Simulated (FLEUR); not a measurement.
# Pt (Fm-3m) in FLEUR: a series of runs, part 2 of 2

FLEUR MaX-R8.1 (later development tree). Earlier steps stand in the parts before.

## Step 6: Equation of state, SCAN, 15.68 Å³/atom (volume scaled by 1.04)

Input file inp.xml:

```xml
<?xml version="1.0" encoding="UTF-8" standalone="no"?>
<fleurInput fleurInputVersion="0.39">
   <comment>
      Pt                                                                                                  
   </comment>
   <calculationSetup>
      <cutoffs Kmax="4.12" Gmax="12.8" GmaxXC="12.8" numbands="0"/>
      <scfLoop itmax="60" minDistance="0.00001" maxIterBroyd="15" imix="Anderson" alpha="0.05" precondParam="0.0" spinf="2.0" sdNocoIR="T"/>
      <coreElectrons ctail="F" frcor="F" kcrel="0" coretail_lmax="0"/>
      <xcFunctional name="LibXC" relativisticCorrections="F">
         <LibXCName exchange="mgga_x_scan" correlation="mgga_c_scan"/>
         <AuxGGA exchange="117" correlation="130"/>
      </xcFunctional>
      <magnetism jspins="1"/>
      <soc l_soc="F" theta="0.0" phi="0.0" spav="F"/>
      <expertModes spex="0" secvar="F"/>
      <geometryOptimization l_f="F" forcealpha="1.0" forcemix="BFGS" epsdisp="0.00001" epsforce="0.00001"/>
      <ldaU l_linMix="F" mixParam="0.05" spinf="1.0"/>
   </calculationSetup>
   <cell>
      <bzIntegration valenceElectrons="18.0" mode="hist" fermiSmearingEnergy="0.00183747">
         <kPointListSelection listName="default-1"/>
         <!-- k-points included here -->
         <xi:include xmlns:xi="http://www.w3.org/2001/XInclude" href="kpts.xml"> </xi:include>
      </bzIntegration>
      <!-- symmetry operations included here -->
      <xi:include xmlns:xi="http://www.w3.org/2001/XInclude" href="sym.xml"> </xi:include>
      <bulkLattice scale="1.0131594038">
         <bravaisMatrix>
            <row-1>    0.0000000000000000     3.7055639577281401     3.7055639577281401</row-1>
            <row-2>    3.7055639577281401     0.0000000000000000     3.7055639577281401</row-2>
            <row-3>    3.7055639577281401     3.7055639577281401     0.0000000000000000</row-3>
         </bravaisMatrix>
      </bulkLattice>
   </cell>
   <atomSpecies>
      <species name="Platinum (Pt)" element="Pt" atomicNumber="78">
         <mtSphere radius="2.38" gridPoints="803" logIncrement="0.017"/>
         <atomicCutoffs lmax="10" lnonsphr="8"/>
         <electronConfig flipSpins="F">
            <coreConfig>(1s1/2) (2s1/2) (2p1/2) (2p3/2) (3s1/2) (3p1/2) (3p3/2) (4s1/2) (3d3/2) (3d5/2) (4p1/2) (4p3/2) (4d3/2) (4d5/2) (4f5/2) (4f7/2)</coreConfig>
            <valenceConfig>(5s1/2) (5p1/2) (5p3/2) (6s1/2) (5d3/2) (5d5/2)</valenceConfig>
            <stateOccupation state="(6s1/2)" spinUp="0.500000" spinDown="0.500000"/>
            <stateOccupation state="(5d3/2)" spinUp="1.800000" spinDown="1.800000"/>
            <stateOccupation state="(5d5/2)" spinUp="2.700000" spinDown="2.700000"/>
         </electronConfig>
         <energyParameters s="6" p="6" d="5" f="5"/>
         <lo type="SCLO" l="0" n="5" eDeriv="0"/>
         <lo type="SCLO" l="1" n="5" eDeriv="0"/>
         <lo type="SCLO" l="1" n="5" eDeriv="1"/>
         <lo type="SCLO" l="2" n="5" eDeriv="2"/>
         <lo type="SCLO" l="3" n="5" eDeriv="2"/>
      </species>
   </atomSpecies>
   <atomGroups>
      <atomGroup species="Platinum (Pt)">
         <relPos label="                   1">.0000000000 .0000000000 .0000000000</relPos>
         <force calculate="T" relaxXYZ="TTT"/>
      </atomGroup>
   </atomGroups>
   <output dos="F" band="F" slice="F">
      <checks vchk="F" cdinf="F"/>
      <bandDOS minEnergy="-.5*Htr" maxEnergy="0.5*Htr" sigma="0.015" storeEVData="T"/>
      <vacuumDOS vacdos="F" integ="F" star="F" nstars="0" locx1="0.0" locy1="0.0" locx2="0.0" locy2="0.0" nstm="0" tworkf="0.0"/>
      <unfoldingBand unfoldBand="F" supercellX="1" supercellY="1" supercellZ="1"/>
      <plotting iplot="0" polar="F">
         <plot TwoD="T" vec1="  1.0  0.0  0.0" vec2="  0.0  1.0  0.0" vec3="  0.0  0.0  1.0" zero="  0.0  0.0  0.0" file="plot"/>
      </plotting>
      <chargeDensitySlicing numkpt="0" minEigenval="0.0" maxEigenval="0.0" nnne="0" pallst="F"/>
      <specialOutput eonly="F"/>
      <moessbauerParams electricFieldGradient="T" isomerShift="T" coreHyperfine="T" valenceHyperfine="T"/>
      <magneticCircularDichroism mcd="F" energyLo="-10.0" energyUp="0.0"/>
   </output>
  <!-- We include the file relax.xml here to enable relaxations (see documentation) -->
  <xi:include xmlns:xi="http://www.w3.org/2001/XInclude" href="relax.xml"> <xi:fallback/> </xi:include>
</fleurInput>
```

Potentials or basis: all-electron, FLAPW.

Launch:

```bash
> inpgen -f crystal.txt -profile fastHighL
> # inp.xml edited to the form shown
> fleur_MPI
```

Wall time 20 s (1 thread of Arm Neoverse V1, shared host); peak memory 0.09 GiB.

It converged, with:

```
Free energy                                           : -501938.2660 eV
Band gap on the k mesh                                : none (metal or under the smearing width)
Valence electrons inside the program's atomic spheres : Pt 16.03 (radii Pt 2.38 bohr)
```

Caveat: the meta-GGA is that of a development version, with a GGA for the radial functions and cores and without core tails.

## Step 7: Equation of state, SCAN, 15.98 Å³/atom (volume scaled by 1.06)

Edit inp.xml of step 6 so:

```diff
@@ -27,3 +27,3 @@
       <xi:include xmlns:xi="http://www.w3.org/2001/XInclude" href="sym.xml"> </xi:include>
-      <bulkLattice scale="1.0131594038">
+      <bulkLattice scale="1.0196128224">
          <bravaisMatrix>
```

Launch:

```bash
> inpgen -f crystal.txt -profile fastHighL
> # inp.xml edited to the form shown
> fleur_MPI
```

Run time: 20 s. Hardware: 1 thread of Arm Neoverse V1, shared host; peak memory 0.09 GiB.

The run converged. Its results:

```
Free energy                                           : -501938.2394 eV
Band gap on the k mesh                                : none (metal or under the smearing width)
Valence electrons inside the program's atomic spheres : Pt 16.01 (radii Pt 2.38 bohr)
```

Caveat: the meta-GGA is that of a development version, with a GGA for the radial functions and cores and without core tails.

## Step 8: Equation of state, SCAN

Potentials or basis: all-electron, FLAPW.

No new run: the results of the series are fitted here.

Results:

```yaml
Equilibrium_volume: 14.96 Å³/atom
Bulk_modulus: 293 GPa
```

Energy against volume, from the lowest point:
```
volume (Å³/atom)  energy (meV/atom)
          14.175              41.52
          14.477              14.46
          15.080               0.00
          15.683              27.90
          15.985              54.45
```

Caveat: the meta-GGA is that of a development version, with a GGA for the radial functions and cores and without core tails. Spin-orbit coupling is left out, which matters for the levels of Pt.
